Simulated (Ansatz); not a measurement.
# C (C (110), 3 layers): a single-point run

Aim: a sound single-point run of C (C (110), 3 layers). The structure is shown as the input types it.

Program: Ansatz 0.2.0. Level of theory: DFT, LDA, all-electron LAPW, scalar-relativistic. These are calculated values, not measurements.

### 1 The system as given

The structure is orthorhombic, space group Pmma (No. 51). The conventional cell has a = 2.497 Å, b = 18.497 Å, c = 3.532 Å, α = 90.00°, β = 90.00°, γ = 90.00°. C (site symmetry m) has 3 C at 1.43 to 1.52 Å as nearest neighbours. Around C (site symmetry mm2) lie 4 C at 1.47 to 1.52 Å.

Coordinates:

```
C
1.0
     2.49731    0.00000    0.00000
     0.00000    3.53172    0.00000
     0.00000    0.00000   18.49730
C
6
Cartesian
  1.8730 0.3460 8.1307
  0.6243 3.1857 8.1307
  0.6243 2.1539 9.2487
  1.8730 1.3778 9.2487
  1.8730 0.3460 10.3666
  0.6243 3.1857 10.3666
```

### 2 The run

input.yaml reads:

```yaml
crystal:
  lattice:
    - [2.4973051747, 0.0, 0.0]
    - [0.0, 3.5317228474, 0.0]
    - [0.0, 0.0, 18.4973]
  atoms:
    - { symbol: C, position: [0.75, 0.0979665966, 0.4395637417] }
    - { symbol: C, position: [0.25, 0.9020334034, 0.4395637417] }
    - { symbol: C, position: [0.25, 0.6098846866, 0.5000000011] }
    - { symbol: C, position: [0.75, 0.3901153134, 0.5000000011] }
    - { symbol: C, position: [0.75, 0.0979665959, 0.5604362572] }
    - { symbol: C, position: [0.25, 0.9020334041, 0.5604362572] }
  periodic: [true, true, false]
kpoints:
  mp_grid: { grid: [10, 7, 1] }
scf:
  occupations: { method: fermi_dirac, width: 0.02 }
  max_iter: 1
hamiltonian:
  xc: lda
  pseudopotentials: { kind: all_electron, lapw: { basis_error: 0.001 } }
output:
  forces: true
  stress: true
  eigenvalues: true
```

Started as:

```console
$ ansatz run input.yaml --threads 2 --pin off --max-ram 4096MiB --backend cpu --events-out ev --progress --plain --runs-dir out
```

**Question.** How will this run end, and is anything wrong with its input?

No self-consistency after 1 cycle. The density residual dr2 stood at 6.83 eV (threshold 1.0e-7). Nothing that it prints is a result.

In the input, scf.max_iter is 1. The limit on iterations ended the loop before it was done.

Fix: delete scf.max_iter (the default then holds).
